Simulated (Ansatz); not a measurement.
# Ru4S: the cost of one run

Computed with Ansatz 0.2.0 (DFT PBE, scalar-relativistic, plane waves, PAW, unless a step's input says otherwise).

4 further runs of the same task are left out: 1 that didn't finish, 3 set aside as unsound or not needed.

## 1. The starting structure

Symmetry: P6_3/mmc, No. 194, hexagonal system. Conventional cell: a = 2.720 Å, b = 2.720 Å, c = 4.297 Å, α = 90.00°, β = 90.00°, γ = 120.00°. Ru (site symmetry -6m2) is surrounded by 12 Ru at 2.66 to 2.72 Å.

Structure file:

```
Ru
1.0
     2.71980    0.00000    0.00000
    -1.35990    2.35541    0.00000
     0.00000    0.00000    4.29666
Ru
2
Cartesian
  0.0000 1.5703 1.0742
  1.3599 0.7851 3.2225
```

This cell was relaxed beforehand with the same method: volume 13.76 Å³/atom, gap on the mesh none (metal).

## 4. The grid

Atoms count from 1 in the order of the input.

S is moved over the surface cell; relaxed at each place: the height of the adsorbate's atoms; substrate rigid; the origin of the map has the adsorbate above Ru4.

The axes are (1) position of S5 along the first surface vector, from above Ru4: 6 values from 0.000 to 0.833, periodic; (2) position of S5 along the second surface vector, from above Ru4: 6 values from 0.000 to 0.833, periodic.

Relaxed at each point: the height of the adsorbate's atoms; substrate rigid. Points are written as (first, second).

The two vectors of the plane (Å): (2.720, 0.000, 0.000); (-1.360, 2.355, 0.000).

(The set-up runs are not shown.)

## 5. Grid point (0/6, 0/6) of the map's two axes

input.yaml

```yaml
crystal:
  lattice:
    - [2.7197977462, 0.0, 0.0]
    - [-1.3598988731, 2.3554139414, 0.0]
    - [0.0, 0.0, 21.8663388879]
  atoms:
    - { symbol: Ru, position: [0.6666666667, 0.3333333333, 0.1829295714] }
    - { symbol: Ru, position: [0.3333333333, 0.6666666667, 0.2811778374] }
    - { symbol: Ru, position: [0.6666666667, 0.3333333333, 0.3790816285] }
    - { symbol: Ru, position: [0.3333333333, 0.6666666667, 0.4740774823] }
    - { symbol: S, position: [0.3333333333, 0.6666666667, 0.5893231123] }
basis:
  ecutwfc: 420
kpoints:
  mp_grid: { grid: [12, 12, 1] }
hamiltonian:
  xc: pbe
  pseudopotentials: { kind: paw, azcp: { folder: soft_1 } }
scf:
  occupations: { method: gaussian, width: 0.1 }
output:
  forces: true
  eigenvalues: true
relax:
  adjacent_minimum: "off"
  f_tol: 0.025
  max_steps: 16
  constraints: [{ sites: [0, 1, 2, 3] }, { sites: [4], fix: xy }]
efield:
  axis: 3
  dipole_correction: true
  ramp_width: 0.04
```

Launch:

```console
$ ansatz run input.yaml --threads 1 --pin off --max-ram 3072MiB --backend cpu --events-out ev --progress --plain --runs-dir out
```

What time and memory should one allow on 1 thread of Intel Xeon Platinum 8259CL at 2.50GHz (Skylake/Cascade Lake), shared host?

About 37 s, with a peak of 0.46 GiB.
